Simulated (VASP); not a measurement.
# In under changes of volume

One of the cells (26.042 Å³/atom); the others are scaled copies at fixed shape and fractional positions:

```
In
1.0
    -1.66234    1.66234    2.35603
     1.66234   -1.66234    2.35603
     1.66234    1.66234   -2.35603
In
1
Direct
  0.00000 0.00000 0.00000
```

- Program: VASP 6.6.1
- Functional: PBE
- Dispersion: D3(BJ)
- Potentials or basis: VASP PAW PBE potentials, release 64 (In_d)
- Cutoff: 520 eV
- k mesh: 10 × 10 × 10
- Occupations: fermi-dirac, width 0.05 eV
- Spin: no spin polarisation

| volume (Å³/atom) | energy over the lowest point (meV/atom) | pressure (GPa) |
| --- | --- | --- |
| 25.001 | 6.23 | 1.9 |
| 25.521 | 1.50 | 0.9 |
| 26.042 | 0.00 | -0.1 |
| 26.563 | 1.37 | -0.9 |
| 27.084 | ? | ? |

Question: What does the run at 27.084 Å³/atom give?

Answer: Energy over the lowest point 5.27 meV/atom; pressure -1.6 GPa.

Worked out: A Birch-Murnaghan fit of order 2 (a polynomial in V^(-2/3)) to the other rows has its minimum at 26.05 Å³/atom with B0 = V·E''(V) = 45 GPa at fixed shape and positions, which overstates the stiffness. It gives 5.38 meV/atom at 27.084 Å³/atom, against the run's 5.27, and -dE/dV = -1.6 GPa, against -1.6.

Energies are extrapolated to zero smearing.

Caveats: pairwise dispersion overbinds metals, which lowers pressure and volume.
